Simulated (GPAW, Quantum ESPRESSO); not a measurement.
# FeO: net moment per atom by level of theory

```yaml
crystal:
  lattice:
    - [1.51768, 0.87623, 2.51579]
    - [-1.51768, 0.87623, 2.51579]
    - [0.00000, -1.75247, 2.51579]
  atoms:
    - { symbol: Fe, position: [0.00000, 0.00000, 0.00000] }
    - { symbol: O, position: [0.50000, 0.50000, 0.50000] }
```

```csv
rung,level,program and potentials,cutoff (eV),k mesh,smearing,task,core time,chip,net moment per atom (μB),notes
GGA + U (7 eV),"PBEsol+U (Fe d U = 7 eV, J = 0.5 eV)","Quantum ESPRESSO, GBRV 1.5 PBEsol",612,3 × 3 × 3,gaussian 0.05,single point,11 s,Arm Neoverse V1,2.04,coarse mesh; 11 valence electrons an atom on average
GGA + U (5 eV),"PBEsol+U (Fe d U = 5 eV, J = 0.5 eV)","Quantum ESPRESSO, GBRV 1.5 PBEsol",612,3 × 3 × 3,gaussian 0.05,single point,20 s,Arm Neoverse V1,2.04,coarse mesh; 11 valence electrons an atom on average
GGA,PBE,"GPAW, GPAW PAW data sets (gpaw-data 1.2.1)",800,8 × 8 × 8,gaussian 0.05,single point,74 s,Intel Xeon Skylake/Cascade Lake,2.00,7 valence electrons an atom on average
meta-GGA + U (2 eV),r2SCAN+U (Fe d U = 2 eV),"GPAW, GPAW PAW data sets (gpaw-data 1.2.1)",800,8 × 8 × 8,gaussian 0.05,single point,6 min,Intel Xeon Skylake/Cascade Lake,2.00,potentials made for PBE; 7 valence electrons an atom on average
GGA,PBEsol,"Quantum ESPRESSO, PseudoDojo 0.4.1 SR PBEsol standard",1225,8 × 8 × 8,fermi-dirac 0.05,Wannier functions,7.2 min,Arm Neoverse V2,2.00,coarse mesh; 11 valence electrons an atom on average
```

Times are single runs on shared hosts and different chips, so they are rough; meshes, cutoffs and the tasks' sizes weigh on the time. All rows: collinear spin, ferromagnetic start. Smearing widths are in eV. The cell comes from a database and isn't always the measured one. For a metal such meshes aren't converged. Meshes differ between rows, which moves values too. Meshes are those of the run's cell of 2 atoms unless a note names another. A magnetic state is the one that its parallel start led to; the crystal's real order can differ. Runs on faulty files, with rough fits or with known faults for this quantity aren't shown. No row holds spin-orbit coupling.

By rung: GGA 2.00; meta-GGA + U (2 eV) 2.00; GGA + U (7 eV) on coarse meshes 2.04; GGA + U (5 eV) on coarse meshes 2.04; GGA on coarse meshes 2.00 (μB).
